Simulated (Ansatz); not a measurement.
The system is BaTiO3.

```xyz
10
Lattice="4.0073 0.0000 0.0000 0.0000 4.0073 0.0000 0.0000 0.0000 8.0146" Properties=species:S:1:pos:R:3 pbc="T T T"
Ba    2.3139    2.3844    1.9229
Ba    2.0570    1.8276    6.1203
Ti    0.1419    4.0001    0.1061
Ti    3.8069    3.8918    4.1558
O     2.2804    3.7093    7.8525
O     1.7205    3.8733    4.0115
O     3.8827    2.3866    7.8876
O     3.8235    1.8548    4.1970
O     3.8544    0.0411    1.7952
O     0.1626    0.0749    6.0314
```

```yaml
Program: Ansatz 0.2.0
Task: relaxation of cell and atoms
Functional: PBE
Potentials_or_basis: Ansatz PAW
Cutoff: "420 eV (not typed: the program's choice for these potentials)"
k_mesh: 7 × 7 × 4
Occupations: fermi-dirac, width 0.05 eV
Spin: no spin polarisation
Hubbard_terms: Ti d U = 1 eV
```

At the start: volume 12.87 Å³/atom.

Task: How do energy, volume and symmetry change on relaxing?

Result: It ends after 11 steps and the volume is 13.35 Å³/atom (+3.8 %); space group Cmc2_1 (No. 36, to 0.05 Å).

The path:
| step | energy change (eV) | largest force (eV/Å) | volume (Å³) |
| --- | --- | --- | --- |
| 1 | 0.0000 | 7.9781 | 128.70 |
| 2 | -3.3195 | 3.6891 | 134.65 |
| 3 | -4.3997 | 1.1362 | 132.51 |
| 4 | -4.6234 | 0.0878 | 133.10 |
| 5 | -4.6258 | 0.0089 | 133.05 |
| 6 | -4.6260 | 0.0211 | 133.05 |
| 7 | -4.6262 | 0.0057 | 133.10 |
| 8 | -4.6454 | 0.0060 | 133.10 |
| 9 | -4.6438 | 0.0201 | 133.78 |
| 10 | -4.6449 | 0.0024 | 133.54 |
| 11 | -4.6465 | 0.0024 | 133.54 |

Final structure:
```
Ba Ti O
1.0
     4.01967    0.00401    0.00000
     0.00401    4.01888    0.00000
     0.00000    0.00000    8.26641
Ba Ti O
2 2 6
Direct
  0.49676 0.49680 0.25700
  0.50325 0.50321 0.75700
  0.98554 0.98570 0.01517
  0.01445 0.01431 0.51517
  0.51234 0.00753 0.99518
  0.48766 0.99247 0.49518
  0.00763 0.51219 0.99516
  0.99238 0.48780 0.49516
  0.99953 0.99954 0.23749
  0.00047 0.00047 0.73749
```

Caveat: the electronic state changed during the relaxation; the plane-wave basis is chosen anew once the cell has moved, so the energies of steps on either side of that aren't comparable; the pressure holds a Pulay correction of +0.5 GPa for the finite cutoff.
